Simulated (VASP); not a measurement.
# WC (Qusongite) (P-6m2) in VASP: further runs

The runs below take WC (Qusongite) through relaxation of cell and atoms, single point, with PBE0, PBE.

Everything below comes from runs of VASP 6.6.1. Logs are shortened: lines on timing, memory, paths and dates and some standing lists are left out, and cuts for length are marked.

## Step 1: The crystal as given

The structure is hexagonal, space group P-6m2 (No. 187). The conventional cell has a = 2.907 Å, b = 2.907 Å, c = 2.837 Å, α = 90.00°, β = 90.00°, γ = 120.00°. W (site symmetry -6m2) has 6 C at 2.20 Å as nearest neighbours. C (site symmetry -6m2) is surrounded by 6 W at 2.20 Å.

## Step 2: Relaxation of cell and atoms, PBE0

Contents of POSCAR:

```
WC
1.0
    2.9065000000      0.0000000000      0.0000000000
   -1.4532500000      2.5171028361      0.0000000000
    0.0000000000      0.0000000000      2.8366000000
W C
1 1
Direct
    0.0000000000      0.0000000000      0.0000000000
    0.6666666667      0.3333333333      0.5000000000
```

Contents of INCAR.step1:

```
SYSTEM = WC
ALGO = Normal
EDIFF = 1E-5
ENCUT = 600
GGA = PE
ISMEAR = -1
LASPH = .True.
LCHARG = .False.
LREAL = .False.
LWAVE = .True.
NELM = 60
PREC = Accurate
SIGMA = 0.05
```

Contents of INCAR.step2:

```
SYSTEM = WC
AEXX = 0.25
ALGO = Normal
EDIFF = 1E-6
EDIFFG = -0.01
ENCUT = 600
GGA = PE
IBRION = 2
ISIF = 3
ISMEAR = -1
ISTART = 1
LASPH = .True.
LCHARG = .False.
LHFCALC = .True.
LREAL = .False.
LWAVE = .False.
NELM = 60
NSW = 60
PREC = Accurate
PRECFOCK = Normal
SIGMA = 0.05
```

Contents of KPOINTS:

```
k-points
0
Gamma
  5 5 5
  0 0 0
```

Potentials or basis: VASP PAW PBE potentials, release 64 (W_sv, C).

Command:

```console
cat potpaw_PBE.64/W_sv/POTCAR potpaw_PBE.64/C/POTCAR > POTCAR
cp INCAR.step1 INCAR
mpirun -np 1 vasp_std > vasp.out
cp INCAR.step2 INCAR
mpirun -np 1 vasp_std > vasp.out
```

OUTCAR:

```text
SYSTEM = WC
   AEXX = 0.25
   EDIFF = 1E-6
   EDIFFG = -0.01
   ENCUT = 600
   GGA = PE
   IBRION = 2
   ISIF = 3
   ISMEAR = -1
   ISTART = 1
   LASPH = .True.
   LHFCALC = .True.
   LREAL = .False.
   NELM = 60
   NSW = 60
   PREC = Accurate
   PRECFOCK = Normal

 ion  position               nearest neighbor table
   1  0.000  0.000  0.000-   2 2.20   2 2.20   2 2.20   2 2.20   2 2.20   2 2.20
   2  0.667  0.333  0.500-   1 2.20   1 2.20   1 2.20   1 2.20   1 2.20   1 2.20

  LATTYP: Found a hexagonal cell.
 ALAT       =     2.9065000000
 C/A-ratio  =     0.9759504559

  Lattice vectors:

 A1 = (   2.9065000000,   0.0000000000,   0.0000000000)
 A2 = (  -1.4532500000,   2.5171028361,   0.0000000000)
 A3 = (   0.0000000000,   0.0000000000,   2.8366000000)

Analysis of symmetry for initial positions (statically):
=====================================================================
 Subroutine PRICEL returns:
 Original cell was already a primitive cell.

 Routine SETGRP: Setting up the symmetry group for a
 hexagonal supercell.

 Subroutine GETGRP returns: Found 12 space group operations
 (whereof 12 operations were pure point group operations)
 out of a pool of 24 trial point group operations.

The static configuration has the point symmetry D_3h.

Analysis of symmetry for dynamics (positions and initial velocities):
=====================================================================
 Subroutine PRICEL returns:
 Original cell was already a primitive cell.

 Routine SETGRP: Setting up the symmetry group for a
 hexagonal supercell.

 Subroutine GETGRP returns: Found 12 space group operations
 (whereof 12 operations were pure point group operations)
 out of a pool of 24 trial point group operations.

The dynamic configuration has the point symmetry D_3h.

 Subroutine INISYM returns: Found 12 space group operations
 (whereof 12 operations are pure point group operations),
 and found     1 'primitive' translations

----------------------------------------------------------------------------------------

                                     Primitive cell

  volume of cell :      20.7525

  direct lattice vectors                    reciprocal lattice vectors
     2.906500000  0.000000000  0.000000000     0.344056425  0.198641070  0.000000000
    -1.453250000  2.517102836  0.000000000     0.000000000  0.397282139  0.000000000
     0.000000000  0.000000000  2.836600000     0.000000000  0.000000000  0.352534725

  length of vectors
     2.906500000  2.906500000  2.836600000     0.397282139  0.397282139  0.352534725

  position of ions in fractional coordinates (direct lattice)
     0.000000000  0.000000000  0.000000000
     0.666666667  0.333333333  0.500000000

  ion indices of the primitive-cell ions
   primitive index   ion index
                 1           1
                 2           2

----------------------------------------------------------------------------------------

 KPOINTS: k-points

Automatic generation of k-mesh.
 Grid dimensions read from file:
 generate k-points for:    5    5    5

 Generating k-lattice:

  Cartesian coordinates                     Fractional coordinates (reciprocal lattice)
     0.068811285  0.039728214  0.000000000     0.200000000  0.000000000  0.000000000
     0.000000000  0.079456428  0.000000000     0.000000000  0.200000000  0.000000000
     0.000000000  0.000000000  0.070506945     0.000000000  0.000000000  0.200000000

  Length of vectors
     0.079456428  0.079456428  0.070506945

  Shift w.r.t. Gamma in fractional coordinates (k-lattice)
     0.000000000  0.000000000  0.000000000

 Subroutine IBZKPT returns following result:
 ===========================================

 Found     15 irreducible k-points:

 Following reciprocal coordinates:
            Coordinates               Weight
  0.000000  0.000000  0.000000      1.000000
  0.200000 -0.000000  0.000000      6.000000
  0.400000  0.000000  0.000000      6.000000
  0.200000  0.200000  0.000000      6.000000
  0.400000  0.200000  0.000000      6.000000
  0.000000  0.000000  0.200000      2.000000
  0.200000 -0.000000  0.200000     12.000000
  0.400000  0.000000  0.200000     12.000000
  0.200000  0.200000  0.200000     12.000000
  0.400000  0.200000  0.200000     12.000000
  0.000000  0.000000  0.400000      2.000000
  0.200000 -0.000000  0.400000     12.000000
  0.400000  0.000000  0.400000     12.000000
  0.200000  0.200000  0.400000     12.000000
  0.400000  0.200000  0.400000     12.000000
   k-points           NKPTS =     15   k-points in BZ     NKDIM =    125   number of bands    NBANDS=     13
   number of dos      NEDOS =    301   number of ions     NIONS =      2
   total plane-waves  NPLWV =  13824
   dimension x,y,z NGX =    24 NGY =   24 NGZ =   24
   dimension x,y,z NGXF=    48 NGYF=   48 NGZF=   48
   ions per type =               1   1
   NGX,Y,Z   is equivalent  to a cutoff of  13.73, 13.73, 14.07 a.u.
   NGXF,Y,Z  is equivalent  to a cutoff of  27.46, 27.46, 28.13 a.u.
 SYSTEM =  WC
   PREC   = accura    normal or accurate (medium, high low for compatibility)
   ISTART =      1    job   : 0-new  1-cont  2-samecut
   ICHARG =      0    charge: 1-file 2-atom 10-const
   ISPIN  =      1    spin polarized calculation?
   LNONCOLLINEAR =      F non collinear calculations
   LSORBIT =      F    spin-orbit coupling
   LASPH  =      T    aspherical Exc in radial PAW
   ENCUT  =  600.0 eV  44.10 Ry    6.64 a.u.   5.81  5.81  5.67*2*pi/ulx,y,z
   NELM   =     60;   NELMIN=  2; NELMDL=  0     # of ELM steps
   EDIFF  = 0.1E-05   stopping-criterion for ELM
   LREAL  =      F    real-space projection
   EDIFFG = -.1E-01   stopping-criterion for IOM
   NSW    =     60    number of steps for IOM
   IBRION =      2    ionic relax: 0-MD 1-quasi-New 2-CG
   NFREE  =      1    steps in history (QN), initial steepest desc. (CG)
   ISIF   =      3    stress and relaxation
   ISYM   =      3    0-nonsym 1-usesym 2-fastsym
   POTIM  = 0.5000    time-step for ionic-motion
   TEBEG  =    0.0;   TEEND  =   0.0 temperature during run
   PSTRESS=    0.0 pullay stress
   NELECT =      18.0000    total number of electrons
   NUPDOWN=      -1.0000    fix difference up-down
   EMIN   =  10.00;   EMAX   =-10.00  energy-range for DOS
   EFERMI =   0.00;   METHOD = LEGACY
   ISMEAR =    -1;   SIGMA  =   0.05  broadening in eV -4-tet -1-fermi 0-gaus
   EFERMI_NEDOS =   21; number of points for ismear=-14 and -15
   IALGO  =     38    algorithm
   IMIX   =      1    mixing-type and parameters
     AMIX     =   0.40;   BMIX     =  1.00
     AMIX_MAG =   1.60;   BMIX_MAG =  1.00
  volume/ion in A,a.u.               =      10.38        70.02
  Fermi-wavevector in a.u.,A,eV,Ry     =   1.561262  2.950358 33.164744  2.437540
  Thomas-Fermi vector in A             =   2.664353
   LORBIT       =      0    0 simple, 1 ext, 2 COOP (PROOUT), +10 PAW based schemes
   GGA     = PE    functional components
   LHFCALC =     T    Hartree Fock is set to
   PRECFOCK=normal    Normal, Fast or Accurate (Low or Medium for compatibility)
   ENCUT4O =  -1.0   cutoff for four orbital integrals eV
   NKREDX  =     1    reduce k-point grid by
   NKREDY  =     1    reduce k-point grid by
   NKREDZ  =     1    reduce k-point grid by
   AEXX    =    0.2500 exact exchange contribution
   HFSCREEN=    0.0000 screening length (either q_TF or 0.3 A-1)
   HFSCREENC=   0.0000 screening length for correlation (either q_TF or 0.3 A-1)
   ENCUTFOCK=  -1.0 apply spherical cutoff to Coloumb kernel
   IVDW    =     0    specifies the selected vdW correction
   LEPSILON=     F    determine dielectric tensor
   LRPA    =     F    only Hartree local field effects (RPA)
 conjugate gradient relaxation of ions
 non-spin polarized calculation
  energy-cutoff  :      600.00
  volume of cell :       20.75
 maximum number of plane-waves:       702
 NGX is ok and might be reduce to    24
  NGX = 18; NGY = 18; NGZ = 18

--------------------------------------- Ionic step        1  -------------------------------------------

 number of electron      18.0000000 magnetization

 Free energy of the ion-electron system (eV)
  ---------------------------------------------------
  ext. energy  EPLUGINS =         0.00000000
  ---------------------------------------------------
  free energy    TOTEN  =       -27.71402928 eV

  energy without entropy =      -27.71402908  energy(sigma->0) =      -27.71402918

------------------------ aborting loop because EDIFF is reached ----------------------------------------

  FORCE on cell =-STRESS in cart. coord.  units (eV):
  Direction    XX          YY          ZZ          XY          YZ          ZX
  --------------------------------------------------------------------------------------
  -------------------------------------------------------------------------------------
  Total       -0.2375450     -0.2375450     -0.9019672     -0.0000000      0.0000000      0.0000000
  in kB      -18.3394814    -18.3394814    -69.6357016     -0.0000000      0.0000000      0.0000000
  external PRESSURE =     -35.4382215 kB  Pullay stress =       0.0000000 kB

 VOLUME and BASIS-vectors are now :
 -----------------------------------------------------------------------------
  energy-cutoff  :      600.00
  volume of cell :       20.75
      direct lattice vectors                 reciprocal lattice vectors
     2.906500000  0.000000000  0.000000000     0.344056425  0.198641070  0.000000000
    -1.453250000  2.517102836  0.000000000     0.000000000  0.397282139  0.000000000
     0.000000000  0.000000000  2.836600000     0.000000000  0.000000000  0.352534725
[... 109 lines left out ...]
 POSITION                                       TOTAL-FORCE (eV/Angst)
 -----------------------------------------------------------------------------------
      1.45354      2.51761      2.81728         0.000000      0.000000      0.000000
      1.45354      0.83920      1.40864        -0.000000     -0.000000      0.000000
 -----------------------------------------------------------------------------------
    total drift:                                0.000000     -0.000000     -0.000000

  FREE ENERGIE OF THE ION-ELECTRON SYSTEM (eV)
  ---------------------------------------------------
  free  energy   TOTEN  =       -27.7168962429 eV

  energy  without entropy=      -27.7168960869  energy(sigma->0) =      -27.71689616

--------------------------------------- Ionic step        5  -------------------------------------------

 number of electron      18.0000001 magnetization

 Free energy of the ion-electron system (eV)
  ---------------------------------------------------
  ext. energy  EPLUGINS =         0.00000000
  ---------------------------------------------------
  free energy    TOTEN  =       -27.71703233 eV

  energy without entropy =      -27.71703218  energy(sigma->0) =      -27.71703226

 E-fermi :  11.2986     XC(G=0): -10.8569

 val. band max:       10.6861612449   @ k =   0.0000   0.0000   0.0000
 cond. band min:      11.9276667435   @ k =   0.0000   0.0000   0.2000
 fundamental gap:      1.2415054986
 Fermi energy:        11.2986135333

 k-point     1 :       0.0000    0.0000    0.0000
  band No.  band energies     occupation
      1     -67.5767      2.00000
      2     -30.0484      2.00000
      3     -29.9264      2.00000
      4     -29.9264      2.00000
      5      -5.8031      2.00000
      6       5.5914      2.00000
      7       6.6078      2.00000
      8       6.6078      2.00000
      9      10.6862      1.99999
     10      15.3024      0.00000
     11      15.3024      0.00000
     12      17.9848      0.00000
     13      17.9848      0.00000

 k-point     2 :       0.2000   -0.0000    0.0000
  band No.  band energies     occupation
      1     -67.5525      2.00000
      2     -30.2736      2.00000
      3     -30.0059      2.00000
      4     -29.9996      2.00000
      5      -4.7232      2.00000
      6       4.7336      2.00000
      7       6.5187      2.00000
      8       7.6515      2.00000
      9       8.5537      2.00000
     10      14.9348      0.00000
     11      16.1994      0.00000
[... 230 lines left out ...]
 POSITION                                       TOTAL-FORCE (eV/Angst)
 -----------------------------------------------------------------------------------
      0.00000      0.00000      0.00000         0.000000     -0.000000      0.000000
      1.45206      0.83835      1.40973        -0.000000      0.000000      0.000000
 -----------------------------------------------------------------------------------
    total drift:                                0.000000     -0.000000     -0.000000

  FREE ENERGIE OF THE ION-ELECTRON SYSTEM (eV)
  ---------------------------------------------------
  free  energy   TOTEN  =       -27.7170323336 eV

  energy  without entropy=      -27.7170321790  energy(sigma->0) =      -27.71703226

 reached required accuracy - stopping structural energy minimisation
```

It took 31 min on 1 thread of Intel Xeon 6975P-C (Granite Rapids), shared host; peak memory 0.16 GiB.

The run converged, but a check on its numbers failed (symmetry, net force, bounds or a known fault of this set-up), so they aren't taken as properties of the crystal.

Caveat: the k mesh is coarse (spacing up to 0.50 Å⁻¹), so the values aren't converged, least of all with exact exchange; the PAW data sets were made with another functional, which shifts forces and pressure a little.

## Step 3: Single point, PBE0, spin-orbit coupling, no magnetisation

POSCAR is that of step 2.

Contents of INCAR.step1:

```
SYSTEM = WC
ALGO = Normal ; EDIFF = 1E-5
ENCUT = 520 ; GGA = PE
GGA_COMPAT = .False. ; ISIF = 2
ISMEAR = -1 ; LASPH = .True.
LCHARG = .False. ; LMAXMIX = 4
LORBIT = 11 ; LREAL = .False.
LSORBIT = .True. ; LWAVE = .True.
MAGMOM = 0 0 0 0 0 0 ; NBANDS = 30
NELM = 60 ; PREC = Accurate
SIGMA = 0.05
```

Contents of INCAR.step2:

```
SYSTEM = WC
AEXX = 0.25 ; ALGO = Normal
EDIFF = 1E-6 ; ENCUT = 520
GGA = PE ; GGA_COMPAT = .False.
HFRCUT = -1 ; ISIF = 2
ISMEAR = -1 ; ISTART = 1
LASPH = .True. ; LCHARG = .False.
LHFCALC = .True. ; LMAXMIX = 4
LORBIT = 11 ; LREAL = .False.
LSORBIT = .True. ; LWAVE = .False.
MAGMOM = 0 0 0 0 0 0 ; NBANDS = 30
NELM = 60 ; PREC = Accurate
PRECFOCK = Normal ; SIGMA = 0.05
```

Contents of KPOINTS:

```
k-points
0
Gamma
  4 4 4
  0 0 0
```

Potentials or basis: VASP PAW PBE potentials, release 64 (W_sv, C).

Command:

```console
cat potpaw_PBE.64/W_sv/POTCAR potpaw_PBE.64/C/POTCAR > POTCAR
cp INCAR.step1 INCAR
mpirun -np 1 vasp_ncl > vasp.out
cp INCAR.step2 INCAR
mpirun -np 1 vasp_ncl > vasp.out
```

It took 17 min on 1 thread of Intel Xeon 6975P-C (Granite Rapids), shared host; peak memory 0.22 GiB.

The run converged. Its results:

```yaml
Free_energy: -28.3737 eV
Pressure: -2.9 GPa
Valence_electrons_inside_the_program's_atomic_spheres: W 12.15; C 2.43
```

Stress tensor (GPa, compression positive):
```
-0.03  0.00  0.00
 0.00 -0.03  0.00
 0.00  0.00 -8.58
```

Caveat: the k mesh is coarse (spacing up to 0.62 Å⁻¹), so the values aren't converged, least of all with exact exchange; the PAW data sets were made with another functional, which shifts forces and pressure a little.

## Step 4: Single point, PBE

Contents of INCAR:

```
PREC = Accurate
ENCUT = 520
EDIFF = 1E-6
ISMEAR = 0
SIGMA = 0.025
LREAL = False
LASPH = True
NELM = 80
ALGO = Normal
ISIF = 2
LWAVE = False
LCHARG = True
GGA = PE
LELF = True
LVHAR = True
NBANDS = 16
```

Contents of KPOINTS:

```
Automatic mesh
0
Gamma
  10 10 9
```

POSCAR is that of step 3.

Command:

```console
cat potpaw_PBE.64/W_sv/POTCAR potpaw_PBE.64/C/POTCAR > POTCAR
mpirun -np 1 vasp_std > vasp.out
```

Wall time 14 s (1 thread of AMD EPYC 9R45 (Zen 5), shared host); peak memory 0.13 GiB.

It converged, with:

```
Free energy            : -22.4453 eV
Pressure               : 6.7 GPa
Band gap on the k mesh : none (metal or under the smearing width)
```

Stress tensor (GPa, compression positive):
```
6.95 0.00 0.00
0.00 6.95 0.00
0.00 0.00 6.29
```

Levels at points of the mesh, in eV from the Fermi level:
```tsv
k point	band 6	band 7	band 8	band 9	band 10	band 11	band 12	band 13
(0.00, 0.00, 0.00)	-4.32	-3.34	-3.34	0.07	3.22	3.22	5.61	5.61
(0.50, 0.00, 0.00)	-7.05	-3.63	-3.58	-0.49	2.33	4.52	4.88	6.84
```

## Step 5: The reference run

An earlier run on the cell as given: functional PBEsol; potentials or basis VASP PAW PBE potentials, release 64 (W_sv, C); cutoff 520 eV; k mesh 10 × 10 × 9; occupations fermi-dirac, width 0.05 eV; no spin polarisation.

* Pressure: -2.3 GPa
* Band gap on the k mesh: none (metal or under the smearing width)

## Step 6: Summary

```tsv
level	spin	k mesh	smearing	grid for exact exchange (PRECFOCK)	exchange at q = 0	ladder	mesh quality	gap on the mesh (eV)	pressure (GPa)
PBE0	SOC, no magnetisation	4 × 4 × 4	fermi-dirac 0.05 eV	Normal	truncated	-	coarse	-	-2.9
PBE	off	10 × 10 × 9	gaussian 0.025 eV	-	-	-	not flagged	none	6.7
PBEsol	off	10 × 10 × 9	fermi-dirac 0.05 eV	-	-	free	not flagged	none	-2.3
```

Alike in all rows: task single point; potentials or basis VASP PAW PBE potentials, release 64 (W_sv, C); cell as given; cutoff (eV) 520.

Caveats: some runs use coarse meshes; the PAW data sets were made with another functional, which shifts forces and pressure a little (some runs).

Absolute energies hang on the potentials; compare differences alone.
